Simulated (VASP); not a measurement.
# O (R-3m) in VASP: notebook

The runs below take O through single point, with PBE.

All numbers are computed with VASP 6.6.1; they aren't measurements. Logs are shortened: lines on timing, memory, paths and dates and some standing lists are left out, and cuts for length are marked.

### Step 1. Starting point

The structure is trigonal, space group R-3m (No. 166). Conventional cell: a = 3.350 Å, b = 3.350 Å, c = 11.196 Å, α = 90.00°, β = 90.00°, γ = 120.00°. O (site symmetry 3m) is surrounded by 1 O at 1.22 Å.

The real solid is made of molecules; this cell is a model form.

### Step 2. Single point, PBE

The input, INCAR:

```
PREC = Accurate
ENCUT = 500
EDIFF = 1E-7
ISMEAR = 0
SIGMA = 0.02
LREAL = False
LASPH = True
NELM = 80
ALGO = Normal
ISIF = 2
LWAVE = False
LCHARG = False
GGA = PE
```

The input, KPOINTS:

```
Automatic mesh
0
Gamma
  5 5 5
```

The input, POSCAR:

```
O
1.0
    1.6749479049      0.9670316238      3.7319995215
   -1.6749479049      0.9670316238      3.7319995215
    0.0000000000     -1.9340632475      3.7319995215
O
2
Direct
    0.0546147200      0.0546147200      0.0546147200
    0.9453852800      0.9453852800      0.9453852800
```

Potentials or basis: VASP PAW PBE potentials, release 64 (O_GW).

Run with:

```bash
cat potpaw_PBE.64/O_GW/POTCAR > POTCAR
mpirun -np 1 vasp_std > vasp.out
```

OUTCAR:

```text
PREC = Accurate
   ENCUT = 500
   EDIFF = 1E-7
   ISMEAR = 0
   LREAL = False
   LASPH = True
   NELM = 80
   ISIF = 2
   GGA = PE

 ion  position               nearest neighbor table
   1  0.055  0.055  0.055-   2 1.22
   2  0.945  0.945  0.945-   1 1.22

  LATTYP: Found a trigonal (rhomboedric) cell.
 ALAT       =     4.2033820995
 COS(alpha) =     0.6824333683

  Lattice vectors:

 A1 = (   1.6749479049,   0.9670316238,   3.7319995215)
 A2 = (  -1.6749479049,   0.9670316238,   3.7319995215)
 A3 = (   0.0000000000,  -1.9340632475,   3.7319995215)

Analysis of symmetry for initial positions (statically):
=====================================================================
 Subroutine PRICEL returns:
 Original cell was already a primitive cell.

 Routine SETGRP: Setting up the symmetry group for a
 trigonal (rhombohedral) supercell.

 Subroutine GETGRP returns: Found 12 space group operations
 (whereof 12 operations were pure point group operations)
 out of a pool of 12 trial point group operations.

The static configuration has the point symmetry D_3d.

Analysis of symmetry for dynamics (positions and initial velocities):
=====================================================================
 Subroutine PRICEL returns:
 Original cell was already a primitive cell.

 Routine SETGRP: Setting up the symmetry group for a
 trigonal (rhombohedral) supercell.

 Subroutine GETGRP returns: Found 12 space group operations
 (whereof 12 operations were pure point group operations)
 out of a pool of 12 trial point group operations.

The dynamic configuration has the point symmetry D_3d.

 Subroutine INISYM returns: Found 12 space group operations
 (whereof 12 operations are pure point group operations),
 and found     1 'primitive' translations

----------------------------------------------------------------------------------------

                                     Primitive cell

  volume of cell :      36.2689

  direct lattice vectors                    reciprocal lattice vectors
     1.674947905  0.967031624  3.731999522     0.298516747  0.172348724  0.089317625
    -1.674947905  0.967031624  3.731999522    -0.298516747  0.172348724  0.089317625
     0.000000000 -1.934063247  3.731999522     0.000000000 -0.344697449  0.089317625

  length of vectors
     4.203382099  4.203382099  4.203382099     0.356081408  0.356081408  0.356081408

  position of ions in fractional coordinates (direct lattice)
     0.054614720  0.054614720  0.054614720
     0.945385280  0.945385280  0.945385280

  ion indices of the primitive-cell ions
   primitive index   ion index
                 1           1
                 2           2

----------------------------------------------------------------------------------------

 KPOINTS: Automatic mesh

Automatic generation of k-mesh.
 Grid dimensions read from file:
 generate k-points for:    5    5    5

 Generating k-lattice:

  Cartesian coordinates                     Fractional coordinates (reciprocal lattice)
     0.059703349  0.034469745  0.017863525     0.200000000  0.000000000  0.000000000
    -0.059703349  0.034469745  0.017863525     0.000000000  0.200000000  0.000000000
     0.000000000 -0.068939490  0.017863525     0.000000000  0.000000000  0.200000000

  Length of vectors
     0.071216282  0.071216282  0.071216282

  Shift w.r.t. Gamma in fractional coordinates (k-lattice)
     0.000000000  0.000000000  0.000000000

 Subroutine IBZKPT returns following result:
 ===========================================

 Found     19 irreducible k-points:

 Following reciprocal coordinates:
            Coordinates               Weight
  0.000000  0.000000  0.000000      1.000000
  0.200000  0.000000 -0.000000      6.000000
  0.400000  0.000000  0.000000      6.000000
  0.200000  0.200000 -0.000000      6.000000
  0.400000  0.200000 -0.000000     12.000000
 -0.400000  0.200000  0.000000     12.000000
[... 11 lines left out ...]
  0.400000  0.400000  0.400000      2.000000
 -0.400000  0.400000  0.400000      6.000000
   k-points           NKPTS =     19   k-points in BZ     NKDIM =     19   number of bands    NBANDS=     10
   number of dos      NEDOS =    301   number of ions     NIONS =      2
   total plane-waves  NPLWV =  32768
   dimension x,y,z NGX =    32 NGY =   32 NGZ =   32
   dimension x,y,z NGXF=    64 NGYF=   64 NGZF=   64
   ions per type =               2
   NGX,Y,Z   is equivalent  to a cutoff of  12.66, 12.66, 12.66 a.u.
   NGXF,Y,Z  is equivalent  to a cutoff of  25.31, 25.31, 25.31 a.u.
 SYSTEM =  unknown system
   PREC   = accura    normal or accurate (medium, high low for compatibility)
   ISTART =      0    job   : 0-new  1-cont  2-samecut
   ICHARG =      2    charge: 1-file 2-atom 10-const
   ISPIN  =      1    spin polarized calculation?
   LNONCOLLINEAR =      F non collinear calculations
   LSORBIT =      F    spin-orbit coupling
   LASPH  =      T    aspherical Exc in radial PAW
   ENCUT  =  500.0 eV  36.75 Ry    6.06 a.u.   7.66  7.66  7.66*2*pi/ulx,y,z
   NELM   =     80;   NELMIN=  2; NELMDL= -5     # of ELM steps
   EDIFF  = 0.1E-06   stopping-criterion for ELM
   LREAL  =      F    real-space projection
   EDIFFG = 0.1E-05   stopping-criterion for IOM
   NSW    =      0    number of steps for IOM
   IBRION =     -1    ionic relax: 0-MD 1-quasi-New 2-CG
   NFREE  =      0    steps in history (QN), initial steepest desc. (CG)
   ISIF   =      2    stress and relaxation
   ISYM   =      2    0-nonsym 1-usesym 2-fastsym
   POTIM  = 0.5000    time-step for ionic-motion
   TEBEG  =    0.0;   TEEND  =   0.0 temperature during run
   PSTRESS=    0.0 pullay stress
   NELECT =      12.0000    total number of electrons
   NUPDOWN=      -1.0000    fix difference up-down
   EMIN   =  10.00;   EMAX   =-10.00  energy-range for DOS
   EFERMI =   0.00;   METHOD = LEGACY
   ISMEAR =     0;   SIGMA  =   0.02  broadening in eV -4-tet -1-fermi 0-gaus
   EFERMI_NEDOS =   21; number of points for ismear=-14 and -15
   IALGO  =     38    algorithm
   IMIX   =      4    mixing-type and parameters
     AMIX     =   0.40;   BMIX     =  1.00
     AMIX_MAG =   1.60;   BMIX_MAG =  1.00
  volume/ion in A,a.u.               =      18.13       122.38
  Fermi-wavevector in a.u.,A,eV,Ry     =   1.132288  2.139714 17.443710  1.282077
  Thomas-Fermi vector in A             =   2.268989
   LORBIT       =      0    0 simple, 1 ext, 2 COOP (PROOUT), +10 PAW based schemes
   GGA     = PE    functional components
   LHFCALC =     F    Hartree Fock is set to
   AEXX    =    0.0000 exact exchange contribution
   IVDW    =     0    specifies the selected vdW correction
   LEPSILON=     F    determine dielectric tensor
   LRPA    =     F    only Hartree local field effects (RPA)
 non-spin polarized calculation
 Gauss-broadening in eV      SIGMA  =   0.02
  energy-cutoff  :      500.00
  volume of cell :       36.27
 maximum number of plane-waves:       932
   NGX = 15   NGY = 15   NGZ = 15

 number of electron      11.9999997 magnetization

 Free energy of the ion-electron system (eV)
  ---------------------------------------------------
  ext. energy  EPLUGINS =         0.00000000
  ---------------------------------------------------
  free energy    TOTEN  =        -9.20155054 eV

  energy without entropy =       -9.20032138  energy(sigma->0) =       -9.20093596

 E-fermi :  -2.0619     XC(G=0):  -7.2556

 val. band max:       -2.0735538252   @ k =   0.4000   0.0000   0.0000
 cond. band min:      -2.0449040612   @ k =   0.2000   0.0000  -0.0000
 fundamental gap:      0.0286497640
 Fermi energy:        -2.0618580810

 k-point     1 :       0.0000    0.0000    0.0000
  band No.  band energies     occupation
      1     -28.5700      2.00000
      2     -15.9278      2.00000
      3      -9.8818      2.00000
      4      -8.3996      2.00000
      5      -8.3996      2.00000
      6      -1.8749      0.00000
      7      -1.8749      0.00000
      8       4.3613      0.00000
      9       8.2083      0.00000
     10      11.3578      0.00000

 k-point     2 :       0.2000    0.0000   -0.0000
  band No.  band energies     occupation
      1     -28.5397      2.00000
      2     -15.9267      2.00000
      3      -9.7666      2.00000
      4      -8.6631      2.00000
      5      -8.4524      2.00000
      6      -2.0449      0.23059
      7      -1.9515      0.00000
      8       5.1285      0.00000
      9       8.1143      0.00000
     10      11.4684      0.00000

 k-point     3 :       0.4000    0.0000    0.0000
  band No.  band energies     occupation
      1     -28.4905      2.00000
      2     -15.9241      2.00000
      3      -9.5049      2.00000
      4      -9.1412      2.00000
      5      -8.5352      2.00000
      6      -2.2984      2.00000
      7      -2.0736      1.59177
      8       6.6257      0.00000
      9       8.1951      0.00000
     10       9.8795      0.00000

 k-point     4 :       0.2000    0.2000   -0.0000
  band No.  band energies     occupation
      1     -28.5365      2.00000
      2     -15.9790      2.00000
      3      -9.6660      2.00000
      4      -8.6309      2.00000
      5      -8.4912      2.00000
      6      -2.1302      2.00000
      7      -1.8454      0.00000
      8       5.0853      0.00000
      9       8.1052      0.00000
     10      10.6327      0.00000
[... 157 lines left out ...]
 k-point    17 :      -0.4000   -0.4000    0.2000
  band No.  band energies     occupation
      1     -28.4791      2.00000
      2     -16.0983      2.00000
      3      -9.1892      2.00000
      4      -9.0233      2.00000
      5      -8.6266      2.00000
      6      -2.5397      2.00000
      7      -1.8208      0.00000
      8       6.4234      0.00000
      9       8.3820      0.00000
     10       9.1917      0.00000

 k-point    18 :       0.4000    0.4000    0.4000
  band No.  band energies     occupation
      1     -28.5428      2.00000
      2     -16.3240      2.00000
      3      -9.0453      2.00000
      4      -8.4508      2.00000
      5      -8.4508      2.00000
      6      -1.7371      0.00000
      7      -1.7371      0.00000
      8       4.4951      0.00000
      9       5.8685      0.00000
     10       9.6160      0.00000

 k-point    19 :      -0.4000    0.4000    0.4000
  band No.  band energies     occupation
      1     -28.5170      2.00000
      2     -16.2688      2.00000
      3      -8.9874      2.00000
      4      -8.7418      2.00000
      5      -8.5134      2.00000
      6      -2.0312      0.03015
      7      -1.7858      0.00000
      8       5.2446      0.00000
      9       6.4274      0.00000
     10       9.7798      0.00000

------------------------ aborting loop because EDIFF is reached ----------------------------------------

  FORCE on cell =-STRESS in cart. coord.  units (eV):
  Direction    XX          YY          ZZ          XY          YZ          ZX
  --------------------------------------------------------------------------------------
  -------------------------------------------------------------------------------------
  Total       -0.8768017     -0.8768017      0.0148049      0.0000000      0.0000000      0.0000000
  in kB      -38.7326469    -38.7326469      0.6540074      0.0000000      0.0000000      0.0000000
  external PRESSURE =     -25.6037621 kB  Pullay stress =       0.0000000 kB

 VOLUME and BASIS-vectors are now :
 -----------------------------------------------------------------------------
  energy-cutoff  :      500.00
  volume of cell :       36.27
      direct lattice vectors                 reciprocal lattice vectors
     1.674947905  0.967031624  3.731999522     0.298516747  0.172348724  0.089317625
    -1.674947905  0.967031624  3.731999522    -0.298516747  0.172348724  0.089317625
     0.000000000 -1.934063247  3.731999522     0.000000000 -0.344697449  0.089317625

 POSITION                                       TOTAL-FORCE (eV/Angst)
 -----------------------------------------------------------------------------------
      0.00000      0.00000      0.61147         0.000000      0.000000      0.301005
      0.00000      0.00000     10.58453         0.000000     -0.000000     -0.301005
 -----------------------------------------------------------------------------------
    total drift:                               -0.000000     -0.000000      0.000000

  FREE ENERGIE OF THE ION-ELECTRON SYSTEM (eV)
  ---------------------------------------------------
  free  energy   TOTEN  =        -9.2015505438 eV

  energy  without entropy=       -9.2003213840  energy(sigma->0) =       -9.20093596
```

Run time: 11 s. Hardware: 1 thread of Intel Xeon Platinum 8488C (Sapphire Rapids), shared host; peak memory 0.16 GiB.

What came out:

| Property | Result |
| --- | --- |
| Free energy | -9.2016 eV |
| Pressure | -2.6 GPa |
| Largest force | 0.301 eV/Å |
| Band gap on the k mesh | none (metal or under the smearing width) |

Forces in eV/Å, atoms in the order of the input:
```
O    0.000  0.000  0.301
O    0.000  0.000 -0.301
```

Stress tensor (GPa, compression positive):
```
-3.87  0.00  0.00
 0.00 -3.87  0.00
 0.00  0.00  0.07
```

Caveat: the k mesh is coarse (spacing up to 0.45 Å⁻¹), so the values aren't converged; the cutoff is under 1.25 times the usual one of these potentials, so pressure, stress and relaxed cells hold a basis-set (Pulay) error; the standard files for N, O and F lose accuracy on very short bonds; spin is off for a triplet molecule.

### Step 3. Single point, PBE

The input, INCAR:

```
SYSTEM = O
PREC     = Accurate       ! precision mode
ENCUT    = 450            ! plane-wave cutoff, eV
EDIFF    = 1E-7           ! SCF threshold, eV
ISMEAR   = 0              ! smearing method
SIGMA    = 0.02           ! smearing width, eV
LREAL    = .False.        ! projectors in reciprocal space
LASPH    = .True.         ! aspherical terms in the spheres
NELM     = 100            ! most SCF steps
ALGO     = Normal         ! electronic algorithm
ISIF     = 2              ! what is computed and relaxed
LWAVE    = .False.        ! write WAVECAR
LCHARG   = .True.         ! write CHGCAR
GGA      = PE             ! functional
LELF     = .True.         ! ELF
LVHAR    = .True.
```

The input, KPOINTS:

```
Automatic mesh
0
Gamma
  5 5 5
  0 0 0
```

POSCAR is that of step 2.

Potentials or basis: VASP PAW PBE potentials, release 64 (O_GW).

Run with:

```bash
cat potpaw_PBE.64/O_GW/POTCAR > POTCAR
mpirun -np 1 vasp_std > vasp.out
```

It took 11 s on 1 thread of Intel Xeon Platinum 8375C at 2.90GHz (Ice Lake), shared host; peak memory 0.15 GiB.

It converged, with:

| Quantity | Value |
| --- | --- |
| Free energy | -9.1835 eV |
| Largest force | 0.346 eV/Å |
| Band gap on the k mesh | none (metal or under the smearing width) |

Forces in eV/Å, atoms in the order of the input:
```
O    0.000  0.000  0.346
O    0.000  0.000 -0.346
```

Levels at points of the mesh, in eV from the Fermi level:
```csv
k point,band 4,band 5,band 6,band 7,band 8,band 9
"(0.00, 0.00, 0.00)",-6.33,-6.33,0.19,0.19,6.42,10.27
```

Caveat: the k mesh is coarse (spacing up to 0.45 Å⁻¹), so the values aren't converged; the cutoff is under 1.25 times the usual one of these potentials, so pressure, stress and relaxed cells hold a basis-set (Pulay) error; the standard files for N, O and F lose accuracy on very short bonds; spin is off for a triplet molecule.

### Step 4. For comparison

An earlier run on the cell as given: functional PBE; potentials or basis VASP PAW PBE potentials, release 64 (O); cutoff 520 eV; k mesh 9 × 9 × 9; occupations fermi-dirac, width 0.05 eV; no spin polarisation.

* Pressure: -1.2 GPa
* Largest force: 0.744 eV/Å
* Band gap on the k mesh: none (metal or under the smearing width)

### Step 5. The runs side by side

```csv
potentials or basis,k mesh,cutoff (eV),smearing,mesh quality,gap on the mesh (eV),pressure (GPa),largest force (eV/Å)
"VASP PAW PBE potentials, release 64 (O_GW)",5 × 5 × 5,500,gaussian 0.02 eV,coarse,none,-2.6,0.30
"VASP PAW PBE potentials, release 64 (O_GW)",5 × 5 × 5,450,gaussian 0.02 eV,coarse,none,-,0.35
"VASP PAW PBE potentials, release 64 (O)",9 × 9 × 9,520,fermi-dirac 0.05 eV,not flagged,none,-1.2,0.74
```

Alike in all rows: task single point; level PBE; no spin polarisation; cell as given.

Caveats: some runs use coarse meshes; the standard files for N, O and F lose accuracy on very short bonds; spin is off for a triplet molecule; the cutoff is under 1.25 times the usual one of these potentials, so pressure, stress and relaxed cells hold a basis-set (Pulay) error (some runs).

Total energies depend on the potentials used, so only differences within one code and one set of settings carry meaning.
